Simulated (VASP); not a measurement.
## Se: relaxation of cell and atoms with LDA

The system is Se.

```
Se
1.0
     1.94195    1.12118    0.97425
    -1.94195    1.12118    0.97425
     0.00000   -2.24237    0.97425
Se
1
Cartesian
  0.0000 0.0000 0.0000
```

This isn't the form of Se at room conditions, which is trigonal, of chains.

| Item | Value |
| --- | --- |
| Program | VASP 6.6.1 |
| Task | relaxation of cell and atoms |
| Functional | LDA |
| Potentials or basis | VASP PAW LDA potentials, release 64 (Se) |
| Cutoff | 600 eV |
| k mesh | 15 × 15 × 13 |
| Occupations | gaussian, width 0.03 eV |
| Spin | no spin polarisation |
| Target pressure | 94 GPa |
| Further INCAR settings | ALGO = Normal; EDIFF = 1e-07; IBRION = 2; EDIFFG = -0.005; NSW = 90; ISIF = 3 |
| Target pressure | 94 GPa |

| Item | Value |
| --- | --- |
| Relaxed volume | 12.72 Å³/atom |
| Relaxed cell | a = 2.445 Å, b = 2.445 Å, c = 2.445 Å, α = 105.18°, β = 105.18°, γ = 105.18° |
| Space group after relaxing (to 0.05 Å) | R-3m (No. 166) |
| Energy change on relaxing (the enthalpy is what falls) | +1.6 meV/atom |
| Ionic steps | 3 |
| Pressure after relaxing | 94.0 GPa |
| Band gap on the k mesh | none (metal or under the smearing width) |

The path:
| step | energy change (eV) | largest force (eV/Å) | pressure (GPa) | volume (Å³) |
| --- | --- | --- | --- | --- |
| 1 | 0.0000 | 0.0000 | 93.92 | 12.73 |
| 2 | 0.0065 | 0.0000 | 94.28 | 12.72 |
| 3 | 0.0016 | 0.0000 | 94.02 | 12.72 |

Final structure:
```yaml
crystal:
  lattice:
    - [1.94185, 1.12113, 0.97414]
    - [-1.94185, 1.12113, 0.97414]
    - [0.00000, -2.24225, 0.97414]
  atoms:
    - { symbol: Se, position: [0.00000, 0.00000, 0.00000] }
```

Levels at points of the mesh, in eV from the Fermi level:
| k point | band 1 | band 2 | band 3 | band 4 | band 5 | band 6 | band 7 |
| --- | --- | --- | --- | --- | --- | --- | --- |
| (0.00, 0.00, 0.00) | -21.89 | 3.66 | 6.15 | 6.15 | 10.82 | 10.82 | 13.99 |

It took 48 s on 1 thread of AMD EPYC 9R45 (Zen 5), on a shared host, peak memory 0.16 GiB.

Caveat: the cell is relaxed towards a set pressure, so the enthalpy falls and the energy may rise.
